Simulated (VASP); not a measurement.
# W (Im-3m) in VASP: density of states with PBE

Aim: the density of states of W with PBE.

Program: VASP 6.6.1. These are calculated values, not measurements. Logs are shortened: lines on timing, memory, paths and dates and some standing lists are left out, and cuts for length are marked.

## 1. Starting point

Symmetry: Im-3m, No. 229, cubic system. Conventional cell: a = 3.172 Å, b = 3.172 Å, c = 3.172 Å, α = 90.00°, β = 90.00°, γ = 90.00°. W (site symmetry m-3m) has 8 W at 2.75 Å as nearest neighbours.

## 2. Density of states, PBE

POSCAR

```
W                                       
1.0
   -1.5857950541      1.5857950541      1.5857950541
    1.5857950541     -1.5857950541      1.5857950541
    1.5857950541      1.5857950541     -1.5857950541
  W             
     1
Direct
     0.0000000000000000    0.0000000000000000    0.0000000000000000
```

INCAR.step1

```
SYSTEM = W
ALGO     = Fast           ! electronic algorithm
EDIFF    = 1E-7           ! SCF threshold, eV
ENCUT    = 520            ! plane-wave cutoff, eV
GGA      = PE             ! functional
ISIF     = 2              ! what is computed and relaxed
ISMEAR   = 0              ! smearing method
LASPH    = .TRUE.         ! aspherical terms in the spheres
LCHARG   = .TRUE.         ! write CHGCAR
LMAXMIX  = 4              ! l up to which the mixer works
LREAL    = .FALSE.        ! projectors in reciprocal space
LWAVE    = .FALSE.        ! write WAVECAR
NELM     = 80             ! most SCF steps
PREC     = Accurate       ! precision mode
SIGMA    = 0.1            ! smearing width, eV
```

KPOINTS.step1

```
k-points
0
G
  18 18 18
  0 0 0
```

INCAR.step2

```
SYSTEM = W
ALGO     = Fast           ! electronic algorithm
EDIFF    = 1E-7           ! SCF threshold, eV
ENCUT    = 520            ! plane-wave cutoff, eV
GGA      = PE             ! functional
ICHARG   = 11             ! starting density
ISIF     = 2              ! what is computed and relaxed
ISMEAR   = -5             ! smearing method
LASPH    = .TRUE.         ! aspherical terms in the spheres
LCHARG   = .FALSE.        ! write CHGCAR
LMAXMIX  = 4              ! l up to which the mixer works
LORBIT   = 11             ! projections on sites
LREAL    = .FALSE.        ! projectors in reciprocal space
LWAVE    = .FALSE.        ! write WAVECAR
NEDOS    = 2001           ! points of the DOS
NELM     = 80             ! most SCF steps
PREC     = Accurate       ! precision mode
SIGMA    = 0.1            ! smearing width, eV
```

KPOINTS.step2

```
k-points
0
G
  27 27 27
  0 0 0
```

Potentials or basis: VASP PAW PBE potentials, release 64 (W).

On the command line:

```
$ cat potpaw_PBE.64/W/POTCAR > POTCAR
$ cp INCAR.step1 INCAR
$ cp KPOINTS.step1 KPOINTS
$ mpirun -np 1 vasp_std > vasp.out
$ cp INCAR.step2 INCAR
$ cp KPOINTS.step2 KPOINTS
$ mpirun -np 1 vasp_std > vasp.out
```

OUTCAR:

```text
SYSTEM = W
   EDIFF = 1E-7
   ENCUT = 520
   GGA = PE
   ICHARG = 11
   ISIF = 2
   ISMEAR = -5
   LASPH = .TRUE.
   LORBIT = 11
   LREAL = .FALSE.
   NELM = 80
   PREC = Accurate

 ion  position               nearest neighbor table
   1  0.000  0.000  0.000-

  LATTYP: Found a body centered cubic cell.
 ALAT       =     3.1715901082

  Lattice vectors:

 A1 = (  -1.5857950541,   1.5857950541,   1.5857950541)
 A2 = (   1.5857950541,  -1.5857950541,   1.5857950541)
 A3 = (   1.5857950541,   1.5857950541,  -1.5857950541)

Analysis of symmetry for initial positions (statically):
=====================================================================
 Subroutine PRICEL returns:
 Original cell was already a primitive cell.

 Routine SETGRP: Setting up the symmetry group for a
 body centered cubic supercell.

 Subroutine GETGRP returns: Found 48 space group operations
 (whereof 48 operations were pure point group operations)
 out of a pool of 48 trial point group operations.

The static configuration has the point symmetry O_h .

Analysis of symmetry for dynamics (positions and initial velocities):
=====================================================================
 Subroutine PRICEL returns:
 Original cell was already a primitive cell.

 Routine SETGRP: Setting up the symmetry group for a
 body centered cubic supercell.

 Subroutine GETGRP returns: Found 48 space group operations
 (whereof 48 operations were pure point group operations)
 out of a pool of 48 trial point group operations.

The dynamic configuration has the point symmetry O_h .

 Subroutine INISYM returns: Found 48 space group operations
 (whereof 48 operations are pure point group operations),
 and found     1 'primitive' translations

----------------------------------------------------------------------------------------

                                     Primitive cell

  volume of cell :      15.9515

  direct lattice vectors                    reciprocal lattice vectors
    -1.585795054  1.585795054  1.585795054     0.000000000  0.315299256  0.315299256
     1.585795054 -1.585795054  1.585795054     0.315299256  0.000000000  0.315299256
     1.585795054  1.585795054 -1.585795054     0.315299256  0.315299256  0.000000000

  length of vectors
     2.746677604  2.746677604  2.746677604     0.445900483  0.445900483  0.445900483

  position of ions in fractional coordinates (direct lattice)
     0.000000000  0.000000000  0.000000000

  ion indices of the primitive-cell ions
   primitive index   ion index
                 1           1

----------------------------------------------------------------------------------------

 KPOINTS: k-points

Automatic generation of k-mesh.
 Grid dimensions read from file:
 generate k-points for:   27   27   27

 Generating k-lattice:

  Cartesian coordinates                     Fractional coordinates (reciprocal lattice)
     0.000000000  0.011677750  0.011677750     0.037037037  0.000000000  0.000000000
     0.011677750  0.000000000  0.011677750     0.000000000  0.037037037  0.000000000
     0.011677750  0.011677750  0.000000000     0.000000000  0.000000000  0.037037037

  Length of vectors
     0.016514833  0.016514833  0.016514833

  Shift w.r.t. Gamma in fractional coordinates (k-lattice)
     0.000000000  0.000000000  0.000000000

 TETIRR: Found  23679 inequivalent tetrahedra from   118098

 Subroutine IBZKPT returns following result:
 ===========================================

 Found    560 irreducible k-points:

 Following reciprocal coordinates:
            Coordinates               Weight
  0.000000  0.000000  0.000000      1.000000
  0.037037  0.000000  0.000000     12.000000
  0.074074  0.000000  0.000000     12.000000
  0.111111  0.000000  0.000000     12.000000
  0.148148  0.000000  0.000000     12.000000
  0.185185  0.000000  0.000000     12.000000
[... 16 lines left out ...]
  0.333333  0.037037  0.000000     48.000000
  0.370370  0.037037 -0.000000     48.000000
 [... further k-points ...]
   k-points           NKPTS =    560   k-points in BZ     NKDIM =    560   number of bands    NBANDS=      7
   number of dos      NEDOS =   2001   number of ions     NIONS =      1
   total plane-waves  NPLWV =   8000
   dimension x,y,z NGX =    20 NGY =   20 NGZ =   20
   dimension x,y,z NGXF=    40 NGYF=   40 NGZF=   40
   ions per type =               1
   NGX,Y,Z   is equivalent  to a cutoff of  12.11, 12.11, 12.11 a.u.
   NGXF,Y,Z  is equivalent  to a cutoff of  24.21, 24.21, 24.21 a.u.
 SYSTEM =  W
   PREC   = accura    normal or accurate (medium, high low for compatibility)
   ISTART =      0    job   : 0-new  1-cont  2-samecut
   ICHARG =     11    charge: 1-file 2-atom 10-const
   ISPIN  =      1    spin polarized calculation?
   LNONCOLLINEAR =      F non collinear calculations
   LSORBIT =      F    spin-orbit coupling
   LASPH  =      T    aspherical Exc in radial PAW
   ENCUT  =  520.0 eV  38.22 Ry    6.18 a.u.   5.11  5.11  5.11*2*pi/ulx,y,z
   NELM   =     80;   NELMIN=  2; NELMDL=  0     # of ELM steps
   EDIFF  = 0.1E-06   stopping-criterion for ELM
   LREAL  =      F    real-space projection
   EDIFFG = 0.1E-05   stopping-criterion for IOM
   NSW    =      0    number of steps for IOM
   IBRION =     -1    ionic relax: 0-MD 1-quasi-New 2-CG
   NFREE  =      0    steps in history (QN), initial steepest desc. (CG)
   ISIF   =      2    stress and relaxation
   ISYM   =      2    0-nonsym 1-usesym 2-fastsym
   POTIM  = 0.5000    time-step for ionic-motion
   TEBEG  =    0.0;   TEEND  =   0.0 temperature during run
   PSTRESS=    0.0 pullay stress
   NELECT =       6.0000    total number of electrons
   NUPDOWN=      -1.0000    fix difference up-down
   EMIN   =  10.00;   EMAX   =-10.00  energy-range for DOS
   EFERMI =   0.00;   METHOD = LEGACY
   ISMEAR =    -5;   SIGMA  =   0.10  broadening in eV -4-tet -1-fermi 0-gaus
   EFERMI_NEDOS =   21; number of points for ismear=-14 and -15
   IALGO  =     68    algorithm
   IMIX   =      4    mixing-type and parameters
     AMIX     =   0.40;   BMIX     =  1.00
     AMIX_MAG =   1.60;   BMIX_MAG =  1.00
  volume/ion in A,a.u.               =      15.95       107.65
  Fermi-wavevector in a.u.,A,eV,Ry     =   1.181748  2.233180 19.000920  1.396528
  Thomas-Fermi vector in A             =   2.318015
   LORBIT       =     11    0 simple, 1 ext, 2 COOP (PROOUT), +10 PAW based schemes
   GGA     = PE    functional components
   LHFCALC =     F    Hartree Fock is set to
   AEXX    =    0.0000 exact exchange contribution
   IVDW    =     0    specifies the selected vdW correction
   LEPSILON=     F    determine dielectric tensor
   LRPA    =     F    only Hartree local field effects (RPA)
 non-spin polarized calculation
 RMM-DIIS sequential band-by-band and
 Fermi weights with tetrahedron method with Bloechl corrections
  energy-cutoff  :      520.00
  volume of cell :       15.95
 maximum number of plane-waves:       444

 number of electron       6.0000001 magnetization

 Free energy of the ion-electron system (eV)
  ---------------------------------------------------
  ext. energy  EPLUGINS =         0.00000000
  ---------------------------------------------------
  free energy    TOTEN  =       -13.02177455 eV

  energy without entropy =      -13.02177455  energy(sigma->0) =      -13.02177455

 E-fermi :   7.7817     XC(G=0): -13.1088

 val. band max:        7.7737521490   @ k =  -0.4815  -0.4815   0.0370
 cond. band min:       7.7146824865   @ k =  -0.1481   0.1852   0.1111
 fundamental gap:     -0.0590696625
 Fermi energy:         7.7817414593

 k-point     1 :       0.0000    0.0000    0.0000
  band No.  band energies     occupation
      1      -1.8314      2.00000
      2       6.5127      2.00000
      3       6.5127      2.00000
      4       6.5127      2.00000
      5       9.9634      0.00000
      6       9.9634      0.00000
      7      22.9540      0.00000

 k-point     2 :       0.0370    0.0000    0.0000
  band No.  band energies     occupation
      1      -1.7667      2.00000
      2       6.4725      2.00000
      3       6.5050      2.00000
      4       6.5767      2.00000
      5       9.8974      0.00000
      6       9.9642      0.00000
      7      23.0189      0.00000

 k-point     3 :       0.0741    0.0000    0.0000
  band No.  band energies     occupation
      1      -1.5755      2.00000
      2       6.3562      2.00000
      3       6.4761      2.00000
      4       6.7678      2.00000
      5       9.7257      0.00000
      6       9.9682      0.00000
      7      23.1705      0.00000

 k-point     4 :       0.1111    0.0000    0.0000
  band No.  band energies     occupation
      1      -1.2664      2.00000
      2       6.1758      2.00000
      3       6.4110      2.00000
      4       7.0832      2.00168
      5       9.5144      0.00000
      6       9.9790      0.00000
      7      23.3915      0.00000

 k-point     5 :       0.1481    0.0000    0.0000
  band No.  band energies     occupation
      1      -0.8553      2.00000
      2       5.9478      2.00000
      3       6.2959      2.00000
      4       7.5181      1.99758
      5       9.3402      0.00000
      6      10.0018      0.00000
      7      23.5801      0.00000

 k-point     6 :       0.1852    0.0000    0.0000
  band No.  band energies     occupation
      1      -0.3679      2.00000
      2       5.6906      2.00000
      3       6.1376      2.00000
      4       8.0655     -0.01275
      5       9.2571      0.00000
      6      10.0418      0.00000
      7      23.6140      0.00000

 k-point     7 :       0.2222    0.0000    0.0000
  band No.  band energies     occupation
      1       0.1571      2.00000
      2       5.4220      2.00000
      3       5.9803      2.00000
      4       8.7154      0.00000
      5       9.2781      0.00000
      6      10.1032      0.00000
      7      23.3615      0.00000
[... 121 lines left out ...]
 k-point    20 :       0.2222    0.0370    0.0000
  band No.  band energies     occupation
      1       0.4605      2.00000
      2       5.2905      2.00000
      3       5.8731      2.00000
      4       9.1263      0.00000
      5       9.2797      0.00000
      6      10.2017      0.00000
      7      23.1747      0.00000

 k-point    21 :       0.2593    0.0370    0.0000
  band No.  band energies     occupation
      1       0.9345      2.00000
      2       5.0347      2.00000
      3       5.8580      2.00000
      4       9.3841      0.00000
      5       9.9367      0.00000
      6      10.2979      0.00000
      7      22.5191      0.00000

 k-point    22 :       0.2963    0.0370    0.0000
  band No.  band energies     occupation
      1       1.2918      2.00000
      2       4.8018      2.00000
      3       6.0338      2.00000
      4       9.5624      0.00000
      5      10.4076      0.00000
      6      10.7682      0.00000
      7      21.7775      0.00000

 k-point    23 :       0.3333    0.0370    0.0000
  band No.  band energies     occupation
      1       1.5001      2.00000
      2       4.6006      2.00000
      3       6.4241      2.00000
      4       9.7380      0.00000
      5      10.5257      0.00000
      6      11.6240      0.00000
      7      21.0262      0.00000

 k-point    24 :       0.3704    0.0370   -0.0000
  band No.  band energies     occupation
      1       1.5836      2.00000
      2       4.4379      2.00000
      3       6.9748      2.00215
      4       9.8682      0.00000
      5      10.6483      0.00000
      6      12.4508      0.00000
      7      20.2094      0.00000

 [... further k-points ...]

------------------------ aborting loop because EDIFF is reached ----------------------------------------

  FORCE on cell =-STRESS in cart. coord.  units (eV):
  Direction    XX          YY          ZZ          XY          YZ          ZX
  --------------------------------------------------------------------------------------
  -------------------------------------------------------------------------------------
  Total       -0.0236162     -0.0236162     -0.0236162      0.0000000     -0.0000000      0.0000000
  in kB       -2.3720233     -2.3720233     -2.3720233      0.0000000     -0.0000000      0.0000000
  external PRESSURE =      -2.3720233 kB  Pullay stress =       0.0000000 kB

 VOLUME and BASIS-vectors are now :
 -----------------------------------------------------------------------------
  energy-cutoff  :      520.00
  volume of cell :       15.95
      direct lattice vectors                 reciprocal lattice vectors
    -1.585795054  1.585795054  1.585795054     0.000000000  0.315299256  0.315299256
     1.585795054 -1.585795054  1.585795054     0.315299256  0.000000000  0.315299256
     1.585795054  1.585795054 -1.585795054     0.315299256  0.315299256  0.000000000

 POSITION                                       TOTAL-FORCE (eV/Angst)
 -----------------------------------------------------------------------------------
      0.00000      0.00000      0.00000         0.000000      0.000000     -0.000000
 -----------------------------------------------------------------------------------
    total drift:                                0.000000      0.000000     -0.000000

  FREE ENERGIE OF THE ION-ELECTRON SYSTEM (eV)
  ---------------------------------------------------
  free  energy   TOTEN  =       -13.0217745547 eV

  energy  without entropy=      -13.0217745547  energy(sigma->0) =      -13.02177455

 total charge

# of ion       s       p       d       tot
------------------------------------------
    1        0.675   0.722   4.140   5.536
```

Wall time 33 s (1 thread of Intel Xeon Platinum 8559C (Emerald Rapids), shared host); peak memory 0.21 GiB.

What came out:

```yaml
Valence_electrons_inside_the_program's_atomic_spheres: W 5.54
```

Levels at points of the mesh, in eV from the Fermi level:
```
           k point  band 1  band 2  band 3  band 4  band 5  band 6  band 7
(0.00, 0.00, 0.00)   -9.61   -1.27   -1.27   -1.27    2.18    2.18   15.17
```

States per cell in windows of 1 eV (zero at the Fermi level; states under -8 eV left out):
```tsv
from (eV)	total	W1_d	W1_p	W1_s
-8.0	0.12	0.01	0.01	0.08
-7.0	0.30	0.09	0.03	0.15
-6.0	0.78	0.44	0.06	0.21
-5.0	0.85	0.59	0.08	0.10
-4.0	1.16	0.99	0.10	0.01
-3.0	1.26	0.99	0.16	0.02
-2.0	1.07	0.78	0.18	0.03
-1.0	0.37	0.25	0.08	0.01
0.0	0.66	0.54	0.05	0.02
1.0	1.04	0.92	0.04	0.02
2.0	1.29	1.19	0.03	0.02
3.0	1.30	1.14	0.07	0.05
4.0	0.48	0.38	0.06	0.02
5.0	0.34	0.26	0.05	0.01
6.0	0.30	0.20	0.07	0.02
7.0	0.31	0.15	0.08	0.05
```

Caveat: tetrahedron occupations give inexact forces and stress in metals. Spin-orbit coupling is left out, which matters for the levels of W.
